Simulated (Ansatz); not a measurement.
CdF2 (fluorite), relaxed with r2SCAN in Ansatz. Space group Fm-3m (No. 225), cubic; conventional cell a = 5.388 Å, 13.04 Å³ an atom. Around Cd lie 8 F at 2.33 Å; around F lie 4 Cd at 2.33 Å.

The axes x, y and z are those of this cell:
```xyz
3
Lattice="0.0000 2.6942 2.6942 2.6942 0.0000 2.6942 2.6942 2.6942 0.0000" Properties=species:S:1:pos:R:3 pbc="T T T"
Cd    0.0000    0.0000    0.0000
F     1.3471    1.3471    1.3471
F     4.0413    4.0413    4.0413
```

Unstrained: PBE gives an indirect gap of 3.100 eV, from W to Γ; the least direct gap is 3.598 eV at Γ. With r2SCAN the valence top lies at W and the conduction bottom at Γ, 3.794 eV higher; the smallest vertical gap, at Γ, is 4.306 eV. HSE06 gives an indirect gap of 5.207 eV, from W to Γ; the least direct gap is 5.791 eV at Γ. Meshes: PBE 8×8×8, r2SCAN 8×8×8, HSE06 6×6×6. Strains are changes of length per length. After each strain the atoms were relaxed again with r2SCAN within the symmetry that the strain leaves, so tilts or polar shifts that break it weren't tested; points keep the names that they have in the unstrained zone. Calculated for a static, non-magnetic cell.

Question: Estimate what uniaxial -5.29 % along x, other directions held does to the gap.

Answer: PBE: the gap goes from 3.100 to 3.201 eV (+0.101 eV); the edges go from W → Γ to (0.307, -1/2, -0.193) → Γ. r2SCAN: the gap goes from 3.794 to 3.898 eV (+0.104 eV); the edges go from W → Γ to (0.307, -1/2, -0.193) → Γ. HSE06: the gap goes from 5.207 to 5.334 eV (+0.127 eV); the edges go from W → Γ to (0.307, -1/2, -0.193) → Γ. The r2SCAN energy rises by 23.6 meV an atom.

Question: Estimate what uniaxial -3.98 % along [111], other directions held does to the gap.

Answer: PBE: the gap goes from 3.100 to 3.246 eV (+0.146 eV); the edges go from W → Γ to (0.245, -1/2, -0.245) → Γ. r2SCAN: the gap goes from 3.794 to 3.941 eV (+0.147 eV); the edges go from W → Γ to (0.245, -1/2, -0.245) → Γ. The r2SCAN energy rises by 10.3 meV an atom.

Question: One strain changed the r2SCAN stress by xx -8.60, yy -8.60, zz -4.38 GPa (compression positive) and the gap by -0.333 eV (PBE), -0.342 eV (r2SCAN), -0.362 eV (HSE06). Which kind of strain was it, and roughly how large?

Answer: Biaxial +3.89 % in x and y, z held. The pattern of the stress gives the kind; the size needs the stiffness, so it is an estimate.

The runs are scalar-relativistic, without spin-orbit coupling.

Where an edge lies off the special points, it is a point of the mesh or the k point where a search put PBE's edge or least direct gap, reused for the other functionals, whose own edges may lie a little apart.

Coordinates of k points refer to the reciprocal vectors of the primitive cell of the runs.

The meshes of the hybrids are coarse, so their gaps aren't converged to the digits shown.
